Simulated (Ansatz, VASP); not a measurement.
# One calculation of C, two programs

```
CELL_PARAMETERS angstrom
0.00000 1.78014 1.72674
1.78014 0.00000 1.72674
1.78014 1.78014 0.00000
ATOMIC_POSITIONS crystal
C 0.50000 0.50000 0.50000
C 0.75000 0.75000 0.75000
```

Change from the starting cell: strain -0.0300 x Voigt [0, 0, 1, 0, 0, 0], atoms carried along.

Alike in both runs: task single point; functional r2SCAN; k mesh 12 × 12 × 12; occupations gaussian, width 0.05 eV; no spin polarisation.

|  | VASP | Ansatz |
| --- | --- | --- |
| version | VASP 6.6.1 | Ansatz 0.2.0 |
| potentials or method | VASP PAW PBE potentials, release 64 (C) | scalar-relativistic, plane waves, PAW |
| plane-wave cutoff (eV) | 520 | 500 |
| valence electrons in the cell | 8 | 8 |

|  | VASP | Ansatz | Ansatz less VASP |
| --- | --- | --- | --- |
| gap on the k mesh at the Fermi level (eV) | 3.61 | 3.64 | +0.032 |
| least direct gap on the mesh (eV) | 5.35 | 5.40 | +0.048 |
| pressure (GPa) | 15.8 | 14.5 | -1.24 |
| largest component of the traceless stress (GPa) | 20.12 | 20.15 | +0.035 |

With one functional, cell and mesh, what is left measures potentials, basis and numerics.

Caveats: so large a pressure means that the cell lies far from this level's equilibrium, or that cutoff or potentials fall short (VASP); the potentials were made for another functional, which shifts forces and pressure (VASP).
